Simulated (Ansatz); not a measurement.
Structure types of Ga were relaxed at one common pressure (all-electron LAPW in Ansatz 0.2.0 under PBE, scalar-relativistic, no spin polarisation, zero temperature). They take these volumes:

```tsv
type	space group	V (Å³/atom)
bcc	Im-3m	11.60
hcp	P6_3/mmc	11.52
diamond	Fd-3m	14.19
beta tin	I4_1/amd	11.95
sc	Pm-3m	12.10
```

Question: At about which pressure, and is the densest type also the lowest in enthalpy?

Answer: 82 GPa. The densest is hcp, and it is also the lowest in enthalpy among these.
